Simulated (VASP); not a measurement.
# TaN (P6/mmm) in VASP: single point with r2SCAN

Aim: the single point of TaN with r2SCAN.

Everything below comes from runs of VASP 6.6.1. Logs are shortened: lines on timing, memory, paths and dates and some standing lists are left out, and cuts for length are marked.

## Step 1: The structure

It takes space group P6/mmm (No. 191, hexagonal). Conventional cell: a = 5.370 Å, b = 5.370 Å, c = 2.931 Å, α = 90.00°, β = 90.00°, γ = 120.00°. Ta (site symmetry 6/mmm) has 6 N at 2.68 Å and 2 Ta at 2.93 Å as nearest neighbours. Around Ta (site symmetry -6m2) lie 6 N at 2.13 Å. N (site symmetry mmm) is surrounded by 4 Ta at 2.13 Å.

## Step 2: Single point, r2SCAN

POSCAR reads:

```
TaN
1.0
    5.3696902908      0.0000000000      0.0000000000
   -2.6848451454      4.6502882023      0.0000000000
    0.0000000000      0.0000000000      2.9313639888
Ta N
3 3
Direct
    0.0000000000      0.0000000000      0.0000000000
    0.3333333333      0.6666666667      0.5000000000
    0.6666666667      0.3333333333      0.5000000000
    0.5000000000      0.0000000000      0.0000000000
    0.5000000000      0.5000000000      0.0000000000
    0.0000000000      0.5000000000      0.0000000000
```

INCAR.step1 reads:

```
PREC = Accurate
ENCUT = 520
ISMEAR = 0
SIGMA = 0.1
LREAL = False
LASPH = True
NELM = 100
NBANDS = 33
GGA = PE
ALGO = Normal
EDIFF = 1E-4
LWAVE = True
LCHARG = False
```

INCAR.step2 reads:

```
PREC = Accurate
ENCUT = 520
EDIFF = 1E-6
ISMEAR = 0
SIGMA = 0.1
LREAL = False
LASPH = True
NELM = 100
ALGO = Normal
ISIF = 2
LWAVE = False
LCHARG = True
METAGGA = R2SCAN
LMIXTAU = True
LELF = True
LVHAR = True
NBANDS = 33
ISTART = 1
```

KPOINTS reads:

```
regular mesh
0
Gamma
  9 9 12
```

Potentials or basis: VASP PAW PBE potentials, release 64 (Ta_pv, N).

Run with:

```
> cat potpaw_PBE.64/Ta_pv/POTCAR potpaw_PBE.64/N/POTCAR > POTCAR
> cp INCAR.step1 INCAR
> mpirun -np 1 vasp_std > vasp.out
> cp INCAR.step2 INCAR
> mpirun -np 1 vasp_std > vasp.out
```

OUTCAR:

```text
PREC = Accurate
   ENCUT = 520
   EDIFF = 1E-6
   ISMEAR = 0
   LREAL = False
   LASPH = True
   NELM = 100
   ISIF = 2
   METAGGA = R2SCAN
   ISTART = 1

 ion  position               nearest neighbor table
   1  0.000  0.000  0.000-   4 2.68   4 2.68   6 2.68   6 2.68   5 2.68   5 2.68   3 3.43   3 3.43
                             2 3.43   2 3.43   2 3.43   3 3.43   2 3.43   3 3.43   2 3.43   3 3.43
   2  0.333  0.667  0.500-   6 2.13   6 2.13   4 2.13   4 2.13   5 2.13   5 2.13   3 3.10   3 3.10
                             3 3.10   1 3.43   1 3.43   1 3.43   1 3.43   1 3.43   1 3.43
   3  0.667  0.333  0.500-   6 2.13   6 2.13   4 2.13   4 2.13   5 2.13   5 2.13   2 3.10   2 3.10
                             2 3.10   1 3.43   1 3.43   1 3.43   1 3.43   1 3.43   1 3.43
   4  0.500  0.000  0.000-   2 2.13   3 2.13   2 2.13   3 2.13   1 2.68   1 2.68
   5  0.500  0.500  0.000-   2 2.13   3 2.13   2 2.13   3 2.13   1 2.68   1 2.68
   6  0.000  0.500  0.000-   2 2.13   3 2.13   2 2.13   3 2.13   1 2.68   1 2.68

  LATTYP: Found a hexagonal cell.
 ALAT       =     5.3696902908
 C/A-ratio  =     0.5459093225

  Lattice vectors:

 A1 = (   5.3696902908,   0.0000000000,   0.0000000000)
 A2 = (  -2.6848451454,   4.6502882023,   0.0000000000)
 A3 = (   0.0000000000,   0.0000000000,   2.9313639888)

Analysis of symmetry for initial positions (statically):
=====================================================================
 Subroutine PRICEL returns:
 Original cell was already a primitive cell.

 Routine SETGRP: Setting up the symmetry group for a
 hexagonal supercell.

 Subroutine GETGRP returns: Found 24 space group operations
 (whereof 24 operations were pure point group operations)
 out of a pool of 24 trial point group operations.

The static configuration has the point symmetry D_6h.

Analysis of symmetry for dynamics (positions and initial velocities):
=====================================================================
 Subroutine PRICEL returns:
 Original cell was already a primitive cell.

 Routine SETGRP: Setting up the symmetry group for a
 hexagonal supercell.

 Subroutine GETGRP returns: Found 24 space group operations
 (whereof 24 operations were pure point group operations)
 out of a pool of 24 trial point group operations.

The dynamic configuration has the point symmetry D_6h.

 Subroutine INISYM returns: Found 24 space group operations
 (whereof 24 operations are pure point group operations),
 and found     1 'primitive' translations

----------------------------------------------------------------------------------------

                                     Primitive cell

  volume of cell :      73.1979

  direct lattice vectors                    reciprocal lattice vectors
     5.369690291  0.000000000  0.000000000     0.186230480  0.107520218  0.000000000
    -2.684845145  4.650288202  0.000000000     0.000000000  0.215040435  0.000000000
     0.000000000  0.000000000  2.931363989     0.000000000  0.000000000  0.341138120

  length of vectors
     5.369690291  5.369690291  2.931363989     0.215040435  0.215040435  0.341138120

  position of ions in fractional coordinates (direct lattice)
     0.000000000  0.000000000  0.000000000
     0.333333333  0.666666667  0.500000000
     0.666666667  0.333333333  0.500000000
     0.500000000  0.000000000  0.000000000
     0.500000000  0.500000000  0.000000000
     0.000000000  0.500000000  0.000000000

  ion indices of the primitive-cell ions
   primitive index   ion index
                 1           1
                 2           2
                 3           3
                 4           4
                 5           5
                 6           6

----------------------------------------------------------------------------------------

 KPOINTS: regular mesh

Automatic generation of k-mesh.
 Grid dimensions read from file:
 generate k-points for:    9    9   12

 Generating k-lattice:

  Cartesian coordinates                     Fractional coordinates (reciprocal lattice)
     0.020692276  0.011946691  0.000000000     0.111111111  0.000000000  0.000000000
     0.000000000  0.023893382  0.000000000     0.000000000  0.111111111  0.000000000
     0.000000000  0.000000000  0.028428177     0.000000000  0.000000000  0.083333333

  Length of vectors
     0.023893382  0.023893382  0.028428177

  Shift w.r.t. Gamma in fractional coordinates (k-lattice)
     0.000000000  0.000000000  0.000000000

 Subroutine IBZKPT returns following result:
 ===========================================

 Found     84 irreducible k-points:

 Following reciprocal coordinates:
            Coordinates               Weight
  0.000000  0.000000  0.000000      1.000000
  0.111111  0.000000  0.000000      6.000000
  0.222222  0.000000  0.000000      6.000000
  0.333333  0.000000  0.000000      6.000000
  0.444444  0.000000  0.000000      6.000000
  0.111111  0.111111  0.000000      6.000000
[... 16 lines left out ...]
  0.333333  0.222222  0.083333     24.000000
  0.333333  0.333333  0.083333      4.000000
 [... further k-points ...]
   k-points           NKPTS =     84   k-points in BZ     NKDIM =     84   number of bands    NBANDS=     33
   number of dos      NEDOS =    301   number of ions     NIONS =      6
   total plane-waves  NPLWV =  38400
   dimension x,y,z NGX =    40 NGY =   40 NGZ =   24
   dimension x,y,z NGXF=    80 NGYF=   80 NGZF=   48
   ions per type =               3   3
   NGX,Y,Z   is equivalent  to a cutoff of  12.38, 12.38, 13.61 a.u.
   NGXF,Y,Z  is equivalent  to a cutoff of  24.77, 24.77, 27.22 a.u.
 SYSTEM =  unknown system
   PREC   = accura    normal or accurate (medium, high low for compatibility)
   ISTART =      1    job   : 0-new  1-cont  2-samecut
   ICHARG =      0    charge: 1-file 2-atom 10-const
   ISPIN  =      1    spin polarized calculation?
   LNONCOLLINEAR =      F non collinear calculations
   LSORBIT =      F    spin-orbit coupling
   LASPH  =      T    aspherical Exc in radial PAW
   ENCUT  =  520.0 eV  38.22 Ry    6.18 a.u.   9.98  9.98  5.45*2*pi/ulx,y,z
   NELM   =    100;   NELMIN=  2; NELMDL=  0     # of ELM steps
   EDIFF  = 0.1E-05   stopping-criterion for ELM
   LREAL  =      F    real-space projection
   EDIFFG = 0.1E-04   stopping-criterion for IOM
   NSW    =      0    number of steps for IOM
   IBRION =     -1    ionic relax: 0-MD 1-quasi-New 2-CG
   NFREE  =      0    steps in history (QN), initial steepest desc. (CG)
   ISIF   =      2    stress and relaxation
   ISYM   =      2    0-nonsym 1-usesym 2-fastsym
   POTIM  = 0.5000    time-step for ionic-motion
   TEBEG  =    0.0;   TEEND  =   0.0 temperature during run
   PSTRESS=    0.0 pullay stress
   NELECT =      48.0000    total number of electrons
   NUPDOWN=      -1.0000    fix difference up-down
   EMIN   =  10.00;   EMAX   =-10.00  energy-range for DOS
   EFERMI =   0.00;   METHOD = LEGACY
   ISMEAR =     0;   SIGMA  =   0.10  broadening in eV -4-tet -1-fermi 0-gaus
   EFERMI_NEDOS =   21; number of points for ismear=-14 and -15
   IALGO  =     38    algorithm
   IMIX   =      4    mixing-type and parameters
     AMIX     =   0.40;   BMIX     =  1.00
     AMIX_MAG =   1.60;   BMIX_MAG =  1.00
  volume/ion in A,a.u.               =      12.20        82.33
  Fermi-wavevector in a.u.,A,eV,Ry     =   1.422293  2.687743 27.523447  2.022916
  Thomas-Fermi vector in A             =   2.543012
   LORBIT       =      0    0 simple, 1 ext, 2 COOP (PROOUT), +10 PAW based schemes
   METAGGA = R2SCAN    functional components
   LHFCALC =     F    Hartree Fock is set to
   AEXX    =    0.0000 exact exchange contribution
   IVDW    =     0    specifies the selected vdW correction
   LEPSILON=     F    determine dielectric tensor
   LRPA    =     F    only Hartree local field effects (RPA)
 non-spin polarized calculation
 Gauss-broadening in eV      SIGMA  =   0.10
  energy-cutoff  :      520.00
  volume of cell :       73.20
 maximum number of plane-waves:      1986
 NGX is ok and might be reduce to    40
   NGX = 19   NGY = 19   NGZ = 11

 number of electron      48.0000006 magnetization

 Free energy of the ion-electron system (eV)
  ---------------------------------------------------
  ext. energy  EPLUGINS =         0.00000000
  ---------------------------------------------------
  free energy    TOTEN  =      -178.24916032 eV

  energy without entropy =     -178.24693417  energy(sigma->0) =     -178.24804725

 E-fermi :   7.4903     XC(G=0): -13.5791

 val. band max:        7.4408743523   @ k =   0.1111   0.0000   0.2500
 cond. band min:       7.5123741064   @ k =   0.2222   0.0000   0.4167
 fundamental gap:      0.0714997541
 Fermi energy:         7.4902956210

 k-point     1 :       0.0000    0.0000    0.0000
  band No.  band energies     occupation
      1     -30.2376      2.00000
      2     -30.2376      2.00000
      3     -29.9230      2.00000
      4     -29.9230      2.00000
      5     -29.6832      2.00000
      6     -29.5878      2.00000
[... 25 lines left out ...]
     32      10.5308      0.00000
     33      10.5308      0.00000

 k-point     2 :       0.1111    0.0000    0.0000
  band No.  band energies     occupation
      1     -30.2431      2.00000
      2     -30.2326      2.00000
      3     -29.9237      2.00000
      4     -29.9166      2.00000
      5     -29.6806      2.00000
      6     -29.5904      2.00000
[... 25 lines left out ...]
     32      10.4875      0.00000
     33      10.5718      0.00000

 k-point     3 :       0.2222    0.0000    0.0000
  band No.  band energies     occupation
      1     -30.2563      2.00000
      2     -30.2157      2.00000
      3     -29.9330      2.00000
      4     -29.9015      2.00000
      5     -29.6733      2.00000
      6     -29.5976      2.00000
[... 25 lines left out ...]
     32      10.6897      0.00000
     33      10.6943      0.00000

 k-point     4 :       0.3333    0.0000    0.0000
  band No.  band energies     occupation
      1     -30.2700      2.00000
      2     -30.1858      2.00000
      3     -29.9597      2.00000
      4     -29.8853      2.00000
      5     -29.6627      2.00000
      6     -29.6079      2.00000
[... 25 lines left out ...]
     32      10.6138      0.00000
     33      10.9161      0.00000

 k-point     5 :       0.4444    0.0000    0.0000
  band No.  band energies     occupation
      1     -30.2784      2.00000
      2     -30.1541      2.00000
      3     -29.9927      2.00000
      4     -29.8752      2.00000
      5     -29.6528      2.00000
      6     -29.6178      2.00000
[... 604 lines left out ...]
 k-point    22 :       0.2222    0.2222    0.0833
  band No.  band energies     occupation
      1     -30.2585      2.00000
      2     -30.1611      2.00000
      3     -29.9819      2.00000
      4     -29.8684      2.00000
      5     -29.7161      2.00000
      6     -29.6688      2.00000
[... 25 lines left out ...]
     32      10.5852      0.00000
     33      10.9770      0.00000

 k-point    23 :       0.3333    0.2222    0.0833
  band No.  band energies     occupation
      1     -30.2615      2.00000
      2     -30.1244      2.00000
      3     -30.0271      2.00000
      4     -29.8600      2.00000
      5     -29.7048      2.00000
      6     -29.6803      2.00000
[... 25 lines left out ...]
     32      10.4482      0.00000
     33      10.7340      0.00000

 k-point    24 :       0.3333    0.3333    0.0833
  band No.  band energies     occupation
      1     -30.2604      2.00000
      2     -30.0793      2.00000
      3     -30.0793      2.00000
      4     -29.8563      2.00000
      5     -29.6926      2.00000
      6     -29.6926      2.00000
[... 25 lines left out ...]
     32      10.5555      0.00000
     33      10.5555      0.00000

 [... further k-points ...]

------------------------ aborting loop because EDIFF is reached ----------------------------------------

  FORCE on cell =-STRESS in cart. coord.  units (eV):
  Direction    XX          YY          ZZ          XY          YZ          ZX
  --------------------------------------------------------------------------------------
  -------------------------------------------------------------------------------------
  Total       -6.4714984     -6.4714984     -6.3932905      0.0000000      0.0000000      0.0000000
  in kB     -141.6499986   -141.6499986   -139.9381617      0.0000000      0.0000000      0.0000000
  external PRESSURE =    -141.0793863 kB  Pullay stress =       0.0000000 kB

 VOLUME and BASIS-vectors are now :
 -----------------------------------------------------------------------------
  energy-cutoff  :      520.00
  volume of cell :       73.20
      direct lattice vectors                 reciprocal lattice vectors
     5.369690291  0.000000000  0.000000000     0.186230480  0.107520218  0.000000000
    -2.684845145  4.650288202  0.000000000     0.000000000  0.215040435  0.000000000
     0.000000000  0.000000000  2.931363989     0.000000000  0.000000000  0.341138120

 POSITION                                       TOTAL-FORCE (eV/Angst)
 -----------------------------------------------------------------------------------
      0.00000      0.00000      0.00000         0.000000      0.000000      0.000000
     -0.00000      3.10019      1.46568        -0.000000     -0.000000     -0.000000
      2.68485      1.55010      1.46568         0.000000      0.000000      0.000000
      2.68485      0.00000      0.00000         0.000000      0.000000      0.000000
      1.34242      2.32514      0.00000         0.000000      0.000000      0.000000
     -1.34242      2.32514      0.00000         0.000000      0.000000      0.000000
 -----------------------------------------------------------------------------------
    total drift:                               -0.000000      0.000000     -0.000000

  FREE ENERGIE OF THE ION-ELECTRON SYSTEM (eV)
  ---------------------------------------------------
  free  energy   TOTEN  =      -178.2491603179 eV

  energy  without entropy=     -178.2469341739  energy(sigma->0) =     -178.24804725
```

It took 7.7 min on 1 thread of AMD EPYC 9R45 (Zen 5), shared host; peak memory 0.27 GiB.

Results:

- Free energy: -178.2492 eV
- Pressure: -14.1 GPa
- Band gap on the k mesh: none (metal or under the smearing width)

Levels at points of the mesh, in eV from the Fermi level:
```
           k point  band 21  band 22  band 23  band 24  band 25  band 26  band 27  band 28
(0.00, 0.00, 0.00)    -3.30    -2.68    -2.29    -1.15    -1.15     0.97     0.97     1.01
(0.00, 0.00, 0.50)    -3.36    -3.36    -2.07     0.86     0.86     1.51     1.74     2.13
```

Caveat: the PAW data sets were made with another functional, which shifts forces and pressure a little.
